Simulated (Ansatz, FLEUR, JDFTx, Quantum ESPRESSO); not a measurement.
**PbSe: programs and potentials compared**

```
Pb Se
1.0
     0.00000    3.06065    3.06065
     3.06065    0.00000    3.06065
     3.06065    3.06065    0.00000
Pb Se
1 1
Cartesian
  0.0000 0.0000 0.0000
  3.0606 3.0606 3.0606
```

Alike in all runs: task equation of state; functional LDA; k mesh 8 × 8 × 8; occupations fermi-dirac, width 0.05 eV; no spin polarisation; no spin-orbit coupling. LDA stands for any of its common fits.

```tsv
program and potentials	plane-wave cutoff (eV)	notes	equilibrium volume (Å³/atom)	bulk modulus (GPa)
Ansatz, Ansatz PAW	420	potentials made for PBE, which Ansatz adapts in part	27.53	57.2
Ansatz, JTH PAW LDA	1800	-	27.55	57.2
FLEUR, all-electron, FLAPW	-	-	27.53	57.2
JDFTx, PseudoDojo-SR-LDA-0.4.1-standard	1170	-	27.53	57.4
Ansatz, all-electron LAPW, scalar-relativistic	-	-	27.54	57.3
Quantum ESPRESSO, PseudoDojo 0.4.1 SR LDA standard	1170	-	27.53	57.4
Quantum ESPRESSO, GBRV 1.5 LDA	612	-	27.49	57.7
```

The equilibrium volume spans 27.49 (Quantum ESPRESSO, GBRV 1.5 LDA) to 27.55 Å³/atom (Ansatz, JTH PAW LDA), with all-electron results at 27.53 to 27.54. The bulk modulus spans 57.2 (FLEUR, all-electron, FLAPW) to 57.7 GPa (Quantum ESPRESSO, GBRV 1.5 LDA), with all-electron results at 57.2 to 57.3.

The functional is the same throughout but for its coding, so the spread measures potentials, basis and numerics; runs on potential files found faulty are left out.
